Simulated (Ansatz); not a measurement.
**Ga$_{2}$O$_{3}$: random displacements**

Computed with Ansatz 0.2.0, DFT PBE, scalar-relativistic, plane waves, PAW. Cutoff 420 eV, Γ-centred 10×10×6 k-points, Gaussian smearing of 0.05 eV. No spin polarisation. Energies are free energies at this smearing, counted from the undisturbed cell; pressure is positive in compression.

The starting cell (relaxed at this level):

```xyz
10
Lattice="6.2274 -1.5418 0.0115 6.2274 1.5418 0.0115 -1.4027 0.0000 5.7077" Properties=species:S:1:pos:R:3 pbc="T T T"
Ga    0.0051    0.0000    4.5381
Ga   11.0471    0.0000    1.1926
Ga    7.7608    0.0000    1.8085
Ga    3.2913    0.0000    3.9222
O     1.8830    0.0000    0.6271
O     9.1691    0.0000    5.1036
O     1.3718    0.0000    3.2252
O     9.6804    0.0000    2.5055
O     5.8178    0.0000    1.4765
O     5.2343    0.0000    4.2542
```

The atoms are displaced (Å, in the unstrained cell):

```csv
atom,ux,uy,uz
Ga1,-0.051,-0.016,0.010
Ga2,-0.027,0.015,-0.018
Ga3,0.022,0.002,0.012
Ga4,0.000,-0.036,0.014
O5,0.011,0.012,0.003
O6,0.012,-0.019,-0.038
O7,0.039,0.024,0.030
O8,0.036,0.028,-0.002
O9,-0.014,-0.035,-0.009
O10,-0.029,0.024,-0.003
```

Strain (Voigt, engineering shear): (0.0165, 0.0574, -0.0617, 0.0926, -0.0514, -0.1239).

(1) What are the energy change, the stress and the forces?

Answers

(1) ΔE = 158.1 meV/atom; stress (xx, yy, zz, yz, xz, xy; compression positive) (-2.76, -9.49, 22.61, -1.53, 4.07, 13.87) GPa; gap on the mesh 1.33 eV.
```csv
atom,Fx (eV/Å),Fy,Fz
Ga1,-0.13,1.17,-2.23
Ga2,0.82,-1.17,1.95
Ga3,-0.57,-0.56,0.02
Ga4,0.31,1.20,-0.47
O5,0.51,0.71,1.51
O6,-0.54,-1.16,-0.86
O7,-0.77,-0.14,0.27
O8,-0.36,-0.19,-0.26
O9,0.51,1.20,0.11
O10,0.22,-1.06,-0.03
```

Cost: 1 run of about 3 core-minutes, on Arm Neoverse V2 (shared hosts).